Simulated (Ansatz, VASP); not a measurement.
One calculation of GaN, two programs

The input POSCAR:

```
GaN
1.0
    0.0000000000      2.1085152370      2.0979726608
    2.1085152370      0.0000000000      2.0979726608
    2.1085152370      2.1085152370      0.0000000000
Ga N
1 1
Direct
    0.0000000000      0.0000000000      0.0000000000
    0.5000000000      0.5000000000      0.5000000000
```

File INCAR.step1:

```
SYSTEM = GaN
ALGO     = Normal         ! electronic algorithm
EDIFF    = 1E-4           ! SCF threshold, eV
ENCUT    = 520            ! plane-wave cutoff, eV
GGA      = PE             ! functional
ISMEAR   = 0              ! smearing method
LASPH    = .TRUE.         ! aspherical terms in the spheres
LCHARG   = .FALSE.        ! write CHGCAR
LREAL    = .FALSE.        ! projectors in reciprocal space
LWAVE    = .TRUE.         ! write WAVECAR
NBANDS   = 16             ! bands
NELM     = 100            ! most SCF steps
PREC     = Accurate       ! precision mode
SIGMA    = 0.01           ! smearing width, eV
```

File INCAR.step2:

```
SYSTEM = GaN
ALGO     = Normal         ! electronic algorithm
EDIFF    = 1E-6           ! SCF threshold, eV
ENCUT    = 520            ! plane-wave cutoff, eV
ISIF     = 2              ! what is computed and relaxed
ISMEAR   = 0              ! smearing method
ISTART   = 1            
LASPH    = .TRUE.         ! aspherical terms in the spheres
LCHARG   = .FALSE.        ! write CHGCAR
LMIXTAU  = .TRUE.       
LREAL    = .FALSE.        ! projectors in reciprocal space
LWAVE    = .FALSE.        ! write WAVECAR
METAGGA  = R2SCAN         ! meta-GGA
NBANDS   = 16             ! bands
NELM     = 100            ! most SCF steps
PREC     = Accurate       ! precision mode
SIGMA    = 0.01           ! smearing width, eV
```

Contents of KPOINTS:

```
k-points
0
G
  10 10 10
  0 0 0
```

Input for Ansatz:

```yaml
crystal:
  lattice:
    - [0.0, 2.108515237, 2.0979726608]
    - [2.108515237, 0.0, 2.0979726608]
    - [2.108515237, 2.108515237, 0.0]
  atoms:
    - { symbol: Ga, position: [0.0, 0.0, 0.0] }
    - { symbol: "N", position: [0.5, 0.5, 0.5] }
kpoints:
  mp_grid: { grid: [10, 10, 10] }
  band_path:
    path:
      - [0.0, 0.0, 0.0]
      - [0.5, 0.0, 0.5]
      - [0.625, 0.25, 0.625]
      - [0.375, 0.375, 0.75]
      - [0.5, 0.5, 0.5]
      - [0.5, 0.25, 0.75]
      - [0.0, 0.177083, -0.177083]
      - [0.5, 0.5, 0.0]
    npoints: 1
hamiltonian:
  xc: r2scan
scf:
  occupations: { method: fixed }
  n_extra_bands: 4
output:
  forces: true
  stress: true
  eigenvalues: true
```

Change from the starting cell: uniaxial_z strain -0.5%.

Alike in both runs: task single point; functional r2SCAN; k mesh 10 × 10 × 10; no spin polarisation.

|  | VASP | Ansatz |
| --- | --- | --- |
| version | VASP 6.6.1 | Ansatz 0.2.0 |
| potentials or method | VASP PAW PBE potentials, release 64 (Ga_d, N) | plane waves, PAW |
| plane-wave cutoff (eV) | 520 | 500 |
| occupations | gaussian, width 0.01 eV | fixed |
| valence electrons in the cell | 18 | 18 |

Ansatz gave:

| Item | Value |
| --- | --- |
| gap on the k mesh at the Fermi level (eV) | 1.20 |
| pressure (GPa) | 1.2 |
| largest component of the traceless stress (GPa) | 0.65 |

Problem. What did VASP give for the same quantities?

Solution. gap on the k mesh at the Fermi level (eV): 1.17; pressure (GPa): 2.6; largest component of the traceless stress (GPa): 0.70.

Caveats: the PAW data sets were made with another functional, which shifts forces and pressure a little (VASP). A k mesh can miss the band edges.
